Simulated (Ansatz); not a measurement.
## LiNbO3 (R3c)

The calculation used Ansatz, DFT PBE, scalar-relativistic, plane waves, PAW.

Cutoff 420 eV; k points 6×6×6 on the computed 10-atom cell (Γ-centred); Gaussian smearing, width 0.02 eV; no spin polarisation.

The structure is relaxed at this level of theory with its symmetry kept.

Space group R3c:H (No. 161). a = 5.190 Å, b = 5.190 Å, c = 14.014 Å, α = 90.00°, β = 90.00°, γ = 120.00°
| atom | site | symmetry | x | y | z |
| --- | --- | --- | --- | --- | --- |
| Li | 6a | 3. | 0.6667 | 0.3333 | 0.0517 |
| Nb | 6a | 3. | 0.6667 | 0.3333 | 0.3329 |
| O | 18b | 1 | 0.0088 | 0.3805 | 0.2701 |

(1) Formation energy from the elements' standard states (uncorrected)?

(2) Kohn–Sham band gap?

(3) Löwdin character of the top 1 eV of the valence band?

(4) Löwdin character of the lowest 1 eV of the conduction band?

(5) Bader charges (e)?

Results:

(1) -2.573 eV/atom.

(2) 3.54 eV.

(3) O 2p 94 %.

(4) Nb 4d 74 %, O 2p 21 %.

(5) Li (2 in the cell) 0.90, Nb (2 in the cell) 2.74, O (6 in the cell) -1.21.

Cost: 1 run of about 1.7 core-minutes, on Intel Xeon 6975P-C (Granite Rapids) (shared hosts).